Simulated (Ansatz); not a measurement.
**Sn (sc type): how the settings move a single-point run**

Question: which choices in the input matter for Sn (sc type)?

Method: reference: DFT, PBE, PAW with Ansatz's default frozen-core files, scalar-relativistic, in Ansatz 0.2.0.

### Step 1. The structure to begin with

It takes space group Pm-3m (No. 221, cubic). Conventional cell: a = 3.090 Å, b = 3.090 Å, c = 3.090 Å, α = 90.00°, β = 90.00°, γ = 90.00°. Sn (site symmetry m-3m) is surrounded by 6 Sn at 3.09 Å.

Structure file:

```
CELL_PARAMETERS angstrom
3.09015 0.00000 0.00000
0.00000 3.09015 0.00000
0.00000 0.00000 3.09015
ATOMIC_POSITIONS crystal
Sn 0.00000 0.00000 0.00000
```

### Step 2. The reference run

The input, input.yaml:

```yaml
crystal:
  lattice:
    - [3.0901547768, 0.0, 0.0]
    - [0.0, 3.0901547768, 0.0]
    - [0.0, 0.0, 3.0901547768]
  atoms:
    - { symbol: Sn, position: [0.0, 0.0, 0.0] }
kpoints:
  mp_grid: { grid: [12, 12, 12] }
  band_path:
    path:
      - [0.0, 0.0, 0.0]
      - [0.0, 0.5, 0.0]
      - [0.5, 0.5, 0.0]
      - [0.0, 0.0, 0.0]
      - [0.5, 0.5, 0.5]
      - [0.0, 0.5, 0.0]
      - [0.5, 0.5, 0.5]
      - [0.5, 0.5, 0.0]
    npoints: 8
scf:
  occupations: { method: fermi_dirac, width: 0.08 }
hamiltonian:
  xc: pbe
  pseudopotentials: { kind: paw }
output:
  forces: true
  stress: true
  eigenvalues: true
  populations: true
  dos: { projected: true, de: 0.2, e_range: [-14, 8] }
  write_density: true
  write_potential: true
  elf: true
  volumetric_format: npy
```

The run is started by

```bash
$ ansatz run input.yaml --threads 1 --pin off --max-ram 2048MiB --backend cpu --events-out ev --progress --plain --runs-dir out
```

### Step 3. Changed: dr2_threshold 1.0e-06

Changes to input.yaml since step 2:

```diff
@@ -22,2 +22,3 @@
   occupations: { method: fermi_dirac, width: 0.08 }
+  convergence: { dr2_threshold: 1.0e-06 }
 hamiltonian:
@@ -30,6 +31 @@
   populations: true
-  dos: { projected: true, de: 0.2, e_range: [-14, 8] }
-  write_density: true
-  write_potential: true
-  elf: true
-  volumetric_format: npy
```

**Question.** What will these runs give? Wanted: for each run, ending; energy change; pressure; gap; force.

As calculated:

```
                     run     ending  energy change  pressure (GPa)  gap (eV)  force (eV/Å)  cycles   time
               reference  converged              0             0.0      0.00          0.00       6  2.7 s
1: dr2_threshold 1.0e-06  converged   0.0 meV/atom             0.0      0.00          0.00       6  2.7 s
```

Times don't compare one to one where runs were asked for different outputs or read a saved state (see the inputs); cycles may leave out searches for a lower state.

Residual by cycle in the longest SCF loop of each run; runs are numbered as in the table. The quantity is the density residual dr2, in eV.

```
cycle  reference    run 1
    1     1.7e-4   1.7e-4
    2     7.7e-5   7.7e-5
    3     1.9e-5   1.9e-5
    4     2.2e-6   2.2e-6
    5     4.9e-8   4.8e-8
    6    4.9e-11  4.8e-11
```

What this shows: Energy and cycle count are those of the reference, so the change (convergence setting) left the result and the number of cycles as they were.
